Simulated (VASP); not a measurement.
Ge:

```
Ge
1.0
     0.00000    2.82891    2.82891
     2.82891    0.00000    2.82891
     2.82891    2.82891    0.00000
Ge
2
Direct
  0.75000 0.75000 0.75000
  0.50000 0.50000 0.50000
```

```yaml
Program: VASP 6.6.1
Task: relaxation of cell and atoms
Functional: PBE
Dispersion: rVV10
Potentials_or_basis: VASP PAW PBE potentials, release 64 (Ge_d)
Cutoff: 600 eV
k_mesh: 8 × 8 × 8
Occupations: fermi-dirac, width 0.05 eV
Spin: no spin polarisation
```

At the start: pressure 2.5 GPa; volume 22.64 Å³/atom.

**Question.** Where does the relaxation end?

**Answer.** Over 5 steps the energy falls by 6.7 meV/atom and the volume is 23.49 Å³/atom (+3.8 %); space group Fd-3m (No. 227, to 0.05 Å).

Step by step:
```csv
step,energy change (eV),largest force (eV/Å),pressure (GPa),volume (Å³)
1,0.0000,0.0000,2.49,45.28
2,-0.0120,0.0000,-0.84,47.62
3,-0.0134,0.0000,-0.15,47.03
4,-0.0134,0.0000,0.30,46.92
5,-0.0134,0.0000,-0.05,46.99
```

Final structure:
```
Ge
1.0
     0.00000    2.86411    2.86411
     2.86411    0.00000    2.86411
     2.86411    2.86411    0.00000
Ge
2
Direct
  0.75000 0.75000 0.75000
  0.50000 0.50000 0.50000
```

The cell as given is a measured one (22.64 Å³/atom); PBE+rVV10 puts the equilibrium volume +3.8 % from it, thermal expansion not counted.
